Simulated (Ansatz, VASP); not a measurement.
## Be: VASP beside Ansatz

```
Be
1.0
    -1.29456    1.29456    1.29456
     1.29456   -1.29456    1.29456
     1.29456    1.29456   -1.29456
Be
1
Direct
  0.00000 0.00000 0.00000
```

Alike in both runs: task single point; functional RPBE; k mesh 20 × 20 × 20; occupations fermi-dirac, width 0.1 eV; no spin polarisation.

```csv
,VASP,Ansatz
version,VASP 6.6.1,Ansatz 0.2.0
potentials or method,"VASP PAW PBE potentials, release 64 (Be)","plane waves (420 eV) with PAW, scalar-relativistic"
plane-wave cutoff (eV),520,420
valence electrons in the cell,2,2
```

```csv
,VASP,Ansatz,Ansatz less VASP
pressure (GPa),-8.0,-8.0,-0.01
```

The functional is the same, so the differences come from potentials, cutoffs and numerics.

Caveats: the PAW data sets were made with another functional, which shifts forces and pressure a little (VASP).
